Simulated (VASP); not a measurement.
Write the native input for VASP 6.6.1 that does the following.

```
Task                   : relaxation of cell and atoms
Functional             : PBEsol
Potentials or basis    : VASP PAW PBE potentials, release 64 (Nb_sv)
Cutoff                 : 600 eV
k mesh                 : 16 × 16 × 16
Occupations            : methfessel-paxton, width 0.1 eV
Spin                   : no spin polarisation
Further INCAR settings : ALGO = Normal; EDIFF = 1e-07; IBRION = 2; EDIFFG = -0.005; NSW = 90; ISIF = 3
```

The structure of Nb lies in POSCAR:

```
Nb                                      
1.0
   -1.6343279688      1.6343279688      1.6343279688
    1.6343279688     -1.6343279688      1.6343279688
    1.6343279688      1.6343279688     -1.6343279688
  Nb            
     1
Direct
     0.0000000000000000    0.0000000000000000    0.0000000000000000
```

One way to write it, as run:

INCAR

```
PREC = Accurate
ENCUT = 600
EDIFF = 1E-7
ISMEAR = 1
SIGMA = 0.1
LREAL = F
LASPH = T
NELM = 80
ALGO = Normal
ISIF = 3
LWAVE = F
LCHARG = F
GGA = PS
IBRION = 2
NSW = 90
EDIFFG = -0.005
```

KPOINTS

```
Automatic mesh
0
Gamma
  16 16 16
```

Potentials or basis: VASP PAW PBE potentials, release 64 (Nb_sv).

The run is started by

```sh
$ cat potpaw_PBE.64/Nb_sv/POTCAR > POTCAR
$ mpirun -np 1 vasp_std > vasp.out
```

Results of the run:

```
Relaxed volume                         : 17.46 Å³/atom
Relaxed cell                           : a = 2.830 Å, b = 2.830 Å, c = 2.830 Å, α = 109.47°, β = 109.47°, γ = 109.47°
Space group after relaxing (to 0.05 Å) : Im-3m (No. 229)
Energy gained by relaxing              : 0.0 meV/atom
Ionic steps                            : 3
Pressure after relaxing                : 0.0 GPa
Band gap on the k mesh                 : none (metal or under the smearing width)
```

Caveat: the PAW data sets were made with another functional, which shifts forces and pressure a little.

Run time: 110 s on 1 thread of AMD EPYC 7R43 64-Core Processor (Zen 3), with other jobs on the host, peak memory 0.13 GiB.
